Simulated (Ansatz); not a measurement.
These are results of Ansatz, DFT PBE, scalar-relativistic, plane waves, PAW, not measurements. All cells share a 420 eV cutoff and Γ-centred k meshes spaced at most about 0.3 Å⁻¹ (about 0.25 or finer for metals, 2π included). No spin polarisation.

Each guess is relaxed in cell and atoms at zero pressure, on a coarse mesh first where it starts far from rest and then on a converged one. The steps can't lower the symmetry of the start, but it can rise. Energies are static (0 K, no zero-point motion).

Two unrelaxed guesses for LiSe₆:

A.

```yaml
crystal:
  lattice:
    - [-3.51893, 3.51893, 3.51893]
    - [3.51893, -3.51893, 3.51893]
    - [3.51893, 3.51893, -3.51893]
  atoms:
    - { symbol: Li, position: [0.00000, 0.00000, 0.00000] }
    - { symbol: Se, position: [0.00000, 0.71203, 0.71203] }
    - { symbol: Se, position: [0.00000, 0.28797, 0.28797] }
    - { symbol: Se, position: [0.71203, 0.00000, 0.71203] }
    - { symbol: Se, position: [0.28797, 0.00000, 0.28797] }
    - { symbol: Se, position: [0.71203, 0.71203, 0.00000] }
    - { symbol: Se, position: [0.28797, 0.28797, 0.00000] }
```

B.

```yaml
crystal:
  lattice:
    - [5.66982, 0.00000, 0.00000]
    - [0.00000, 5.66982, 0.00000]
    - [0.00000, 0.00000, 5.66982]
  atoms:
    - { symbol: Li, position: [0.00000, 0.00000, 0.00000] }
    - { symbol: Se, position: [0.79856, 0.50000, 0.50000] }
    - { symbol: Se, position: [0.20144, 0.50000, 0.50000] }
    - { symbol: Se, position: [0.50000, 0.50000, 0.79856] }
    - { symbol: Se, position: [0.50000, 0.50000, 0.20144] }
    - { symbol: Se, position: [0.50000, 0.20144, 0.50000] }
    - { symbol: Se, position: [0.50000, 0.79856, 0.50000] }
```

Question: Do they relax into the same structure? If not, which is lower?

Answer: No. B ends lower, by 13 meV/atom. A: Im-3m at 24.9 Å³/atom → Im-3m at 28.3 Å³/atom; B: Pm-3m at 26.0 Å³/atom → Pm-3m at 43.6 Å³/atom. Counting Se atoms around Li (those within 1.25 times the shortest such distance or 1.15 times the sum of covalent radii; the shortest distance is added where it is long for a bond), the end of A has Li 6 and the end of B has Li 24 from 4.9 Å. The end of A and the end of B both hold Se–Se pairs. End of A. Conventional cell: a = 7.342 Å. Li is surrounded by 6 Se at 2.56 Å; Se has 1 Se at 2.23 Å and 1 Li at 2.56 Å. End of B. Conventional cell: a = 6.731 Å. Li is surrounded by 24 Se at 4.90 Å (long contacts); Se has 1 Se at 2.30 Å, 4 Se at 3.13 Å, 1 Se at 4.43 Å and 4 Li at 4.90 Å.

Ends held by symmetry can be saddle points. Neither end is the lowest form computed: that has space group P6/mmm (No. 191) and lies 180 meV/atom below the better end. Even the lowest of the cells shown lies +0.31 eV/atom against the elements. The k mesh leaves some 4 meV/atom of noise in the energy of each metallic cell. Weakly bound directions are ill-defined at this level, which has no dispersion term (Pm-3m), and this can change margins and order among such cells. In Pm-3m, Im-3m an odd number of electrons in the primitive cell allows no gap without spin; a larger cell or a magnetic state could open one. Some structure types and database cells were kept out of the candidates from the start, so a known form may be missing.
